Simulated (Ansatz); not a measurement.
**A computed series for K2S: response to strain**

The reference is K$_{2}$S in the anti-fluorite structure (space group Fm-3m, No. 225; a = 7.336 Å). Axes: x, y, z lie along the cube axes.

Strains are applied to the cell and any free atomic positions relax.

The values are results of PBEsol, PAW, 420 eV (Ansatz, a quantum-chemistry and plane-wave program; spin-orbit coupling left out), not measurements.

Notes on the quantities. pressure: mean of the normal stresses, compression positive; energy relative to the base: free energy F.

```json
[
 {"change": "base", "pressure": "0.01 GPa", "smallest direct gap": "2.58 eV", "energy relative to the base": "0 meV/atom", "volume per atom": "32.90 Å³"},
 {"change": "tensor shear ε_xy = +0.57 %", "pressure": "0.01 GPa", "smallest direct gap": "2.57 eV", "energy relative to the base": "+0.1 meV/atom", "volume per atom": "32.90 Å³"},
 {"change": "tensor shear ε_xy = +1.71 %", "pressure": "0.01 GPa", "smallest direct gap": "2.54 eV", "energy relative to the base": "+1.1 meV/atom", "volume per atom": "32.89 Å³"},
 {"change": "tensor shear ε_xy = +0.86 %", "pressure": "0.01 GPa", "smallest direct gap": "2.56 eV", "energy relative to the base": "+0.3 meV/atom", "volume per atom": "32.90 Å³"},
 {"change": "tensor shear ε_xy = +1.43 %", "pressure": "0.01 GPa", "smallest direct gap": "2.55 eV", "energy relative to the base": "(withheld)", "volume per atom": "32.89 Å³"},
 {"change": "tensor shear ε_xy = +0.29 %", "pressure": "0.01 GPa", "smallest direct gap": "2.57 eV", "energy relative to the base": "0.0 meV/atom", "volume per atom": "32.90 Å³"},
 {"change": "tensor shear ε_xy = +2.00 %", "pressure": "0.02 GPa", "smallest direct gap": "2.54 eV", "energy relative to the base": "+1.5 meV/atom", "volume per atom": "32.89 Å³"},
 {"change": "tensor shear ε_xy = +1.14 %", "pressure": "0.01 GPa", "smallest direct gap": "2.55 eV", "energy relative to the base": "+0.5 meV/atom", "volume per atom": "32.90 Å³"}
]
```

Task: What belongs in the blanks?

Result: 
- tensor shear ε_xy = +1.43 %, energy relative to the base: +0.8 meV/atom

Whether these cells are dynamically stable was not tested.
